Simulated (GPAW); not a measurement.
WC:

```xyz
2
Lattice="0.0000 2.1927 2.1927 2.1927 0.0000 2.1927 2.1927 2.1927 0.0000" Properties=species:S:1:pos:R:3 pbc="T T T"
W     0.0000    0.0000    0.0000
C     2.1927    2.1927    2.1927
```

Measurements of this composition are mostly on another form, of space group No. 187.

* Program: GPAW 26.7.0
* Task: relaxation of cell and atoms
* Functional: RPBE
* Dispersion: D4
* Potentials or basis: the program's PAW data sets (release 1.2.1) made for this functional
* Cutoff: 800 eV
* Basis: pw
* k mesh: 10 × 10 × 10
* Occupations: fermi-dirac, width 0.05 eV
* Spin: no spin polarisation

At the start: pressure -10.9 GPa; volume 10.54 Å³/atom.

Q: Where does the relaxation end?

A: Over 3 steps the energy falls by 11.1 meV/atom and the volume is 10.22 Å³/atom (-3.0 %); space group Fm-3m (No. 225, to 0.05 Å).

The path:
| step | energy change (eV) | largest force (eV/Å) | pressure (GPa) | volume (Å³) |
| --- | --- | --- | --- | --- |
| 1 | 0.0000 | 0.0000 | -10.92 | 21.08 |
| 2 | -0.0162 | 0.0000 | -5.51 | 20.76 |
| 3 | -0.0222 | 0.0000 | 0.21 | 20.45 |

Final structure:
```
W C
1.0
     0.00000    2.17043    2.17043
     2.17043    0.00000    2.17043
     2.17043    2.17043    0.00000
W C
1 1
Cartesian
  0.0000 0.0000 0.0000
  2.1704 2.1704 2.1704
```

Caveat: later steps reuse the first step's grids; pairwise dispersion overbinds metals, which lowers pressure and volume.
